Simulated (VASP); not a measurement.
A run of VASP 6.6.1 is set up as follows.

File INCAR:

```
SYSTEM = PtSe2
ALGO = Normal
BPARAM = 11.95
CPARAM = 0.0093
EDIFF = 1E-6
EDIFFG = -0.01
ENCUT = 600
IBRION = 2
ISIF = 3
ISMEAR = 0
IVDW_NL = 2
LASPH = .True.
LATTICE_CONSTRAINTS = .TRUE. .TRUE. .FALSE.
LCHARG = .False.
LMIXTAU = .True.
LREAL = .False.
LUSE_VDW = .True.
LWAVE = .False.
METAGGA = R2SCAN
NELM = 120
NSW = 90
PREC = Accurate
SIGMA = 0.03
```

File KPOINTS:

```
k-points
0
Gamma
  9 9 1
  0 0 0
```

The input POSCAR:

```
PtSe2
1.0
    3.7240000000      0.0000000000      0.0000000000
   -1.8620000000      3.2250786000      0.0000000000
    0.0000000000      0.0000000000     20.5310000000
Se Pt
2 1
Direct
    0.6666666700      0.3333333300      0.4383615000
    0.3333333300      0.6666666700      0.5616385000
    0.0000000000      0.0000000000      0.5000000000
```

Potentials or basis: VASP PAW PBE potentials, release 64 (Se, Pt).

The run is started by

```console
$ cat potpaw_PBE.64/Se/POTCAR potpaw_PBE.64/Pt/POTCAR > POTCAR
$ mpirun -np 1 vasp_std > vasp.out
```

Question: Estimate the space group after relaxing (to 0.05 Å).

Answer: P-3m1 (No. 164).

Question: Estimate the band gap on the k mesh.

Answer: 1.56 eV, indirect (least direct gap 1.81 eV).

Question: Estimate the relaxed volume.

Answer: 80.67 Å³/atom.

The path:
```
step  energy change (eV)  largest force (eV/Å)  pressure (GPa)  volume (Å³)
   1              0.0000                0.5348            0.45       246.58
   2             -0.0106                0.0513           -0.44       249.54
   3             -0.0119                0.1686           -0.22       248.79
   4             -0.0255                0.0743           -0.10       245.02
   5             -0.0290                0.0001            0.00       242.00
```

Caveat: the PAW data sets were made with another functional, which shifts forces and pressure a little; spin-orbit coupling is left out, which moves the levels of the heavy elements. r2SCAN opens gaps a little over a GGA but as a rule still falls short of measured ones.
